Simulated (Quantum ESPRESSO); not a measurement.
Runs of Quantum ESPRESSO 7.5 on KCl (Sylvite). It takes space group Fm-3m (No. 225, cubic). Conventional cell: a = 6.293 Å, b = 6.293 Å, c = 6.293 Å, α = 90.00°, β = 90.00°, γ = 90.00°. Around K (site symmetry m-3m) lie 6 Cl at 3.15 Å. Cl (site symmetry m-3m) is surrounded by 6 K at 3.15 Å. 

```csv
level,potentials or basis,form of the LDA correlation,pressure (GPa)
PBEsol,GBRV 1.5 PBEsol,-,-0.6
BLYP,GBRV 1.5 PBE,-,1.3
AM05,GBRV 1.5 PBE,-,(a)
LDA,GBRV 1.5 LDA,PZ81,-2.2
WC,GBRV 1.5 PBE,-,(b)
```

Alike in all rows: task dielectric tensor; no spin polarisation; cell as given; k mesh 6 × 6 × 6, shifted; cutoff (eV) 612; smearing fermi-dirac 0.05 eV.

**Question.** Estimate the missing entries.

**Answer.** (a) 0.3; (b) -0.4.

Caveats: the potentials were made for another functional, which shifts forces and pressure (some runs).

Runs at the PBE level aren't shown here.
